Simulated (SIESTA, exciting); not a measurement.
This is a calculation of MgSi for SIESTA 5.4.2. Atoms were shifted at random by some hundredths of an Å from the given cell, which wasn't relaxed again for these runs. The cell comes from a database or a generator and needn't be the stable form of this composition.

MgSi.fdf

```
SystemName                      MgSi
SystemLabel                     MgSi
NumberOfSpecies                 2
NumberOfAtoms                   2
%block ChemicalSpeciesLabel
  1  14 Si
  2  12 Mg
%endblock ChemicalSpeciesLabel

LatticeConstant                 1.0 Ang
%block LatticeVectors
     2.9083940000     0.0000000000     0.0000000000
     0.0000000000     2.9083940000     0.0000000000
     0.0000000000     0.0000000000     4.1034270000
%endblock LatticeVectors
AtomicCoordinatesFormat         Fractional
%block AtomicCoordinatesAndAtomicSpecies
     0.5064680000     0.4804430000     0.4881030000  1  Si
    -0.0043900000     0.0080500000     0.0030820000  2  Mg
%endblock AtomicCoordinatesAndAtomicSpecies

%block kgrid.MonkhorstPack
    9   0   0  0.0
    0   9   0  0.0
    0   0   7  0.0
%endblock kgrid.MonkhorstPack
XC.Functional                   GGA
XC.Authors                      PBEsol
PAO.BasisSize                   DZP
PAO.EnergyShift                 0.003 Ry
Mesh.Cutoff                     800 Ry
OccupationFunction              FD
ElectronicTemperature           0.05 eV
MaxSCFIterations                120
SCF.MustConverge                false
SCF.Mixer.Method                Pulay
SCF.Mixer.Weight                0.25
SCF.Mixer.History               8
SCF.DM.Tolerance                5.0e-05
SCF.H.Tolerance                 1.0e-03 eV
WriteForces                     true
Charge.Mulliken                 end
%block PAO.Basis
  Mg 4
  n=2 0 2
    2.604 0.000
  n=3 0 2
    8.229 0.000
  n=2 1 2
    2.943 0.000
  n=3 1 1
    8.229
%endblock PAO.Basis
```

Potentials or basis: PseudoDojo 0.4 standard (PBEsol files), converted to PSML, two zetas on semicore shells, DZP (energy shift 0.003 Ry; two zetas on semicore shells).

Launch:

```sh
$ siesta < MgSi.fdf > MgSi.out 2>&1
```

Task: Translate it to exciting (release sodium). Potentials or basis there: all-electron LAPW+lo, shipped species files, valence relativity iora*.

Result: As run (cutoffs and basis follow the program's own potentials, and thresholds, step limits or extra output files can differ):

input.xml

```xml
<input>
  <title>MgSi</title>
  <structure speciespath="./" tshift="false">
    <crystal scale="1">
      <basevect>5.496068122505 0.000000000000 0.000000000000</basevect>
      <basevect>0.000000000000 5.496068122505 0.000000000000</basevect>
      <basevect>0.000000000000 0.000000000000 7.754353202395</basevect>
    </crystal>
    <species speciesfile="Si.xml" rmt="2">
      <atom coord="0.506468000000 0.480443000000 0.488103000000"/>
    </species>
    <species speciesfile="Mg.xml" rmt="2">
      <atom coord="-0.004390000000 0.008050000000 0.003082000000"/>
    </species>
  </structure>
  <groundstate do="fromscratch" ngridk="9 9 7" rgkmax="7.5" gmaxvr="14" lmaxapw="10" lmaxmat="10" lmaxvr="8" xctype="GGA_PBE_SOL" stype="Fermi Dirac" swidth="0.00183747" nempty="10" ValenceRelativity="iora*" epsengy="1e-05" epspot="1e-05" maxscl="60" tforce="true" outputlevel="normal"/>
  <properties>
    <chargedensityplot>
      <plot3d>
        <box grid="15 15 21">
          <origin coord="0 0 0"/>
          <point coord="1 0 0"/>
          <point coord="0 1 0"/>
          <point coord="0 0 1"/>
        </box>
      </plot3d>
    </chargedensityplot>
    <elfplot>
      <plot3d>
        <box grid="15 15 21">
          <origin coord="0 0 0"/>
          <point coord="1 0 0"/>
          <point coord="0 1 0"/>
          <point coord="0 0 1"/>
        </box>
      </plot3d>
    </elfplot>
    <exccplot>
      <plot3d>
        <box grid="15 15 21">
          <origin coord="0 0 0"/>
          <point coord="1 0 0"/>
          <point coord="0 1 0"/>
          <point coord="0 0 1"/>
        </box>
      </plot3d>
    </exccplot>
  </properties>
</input>
```

Potentials or basis: all-electron LAPW+lo, shipped species files, valence relativity iora*.

Command:

```bash
$ OMP_NUM_THREADS=1 exciting_smp
```

Both were run:

|  | SIESTA | exciting |
| --- | --- | --- |
| Largest force | 0.320 eV/Å | 0.276 eV/Å |
| Energy over the undisturbed cell | 7.7 meV/atom | 6.7 meV/atom |
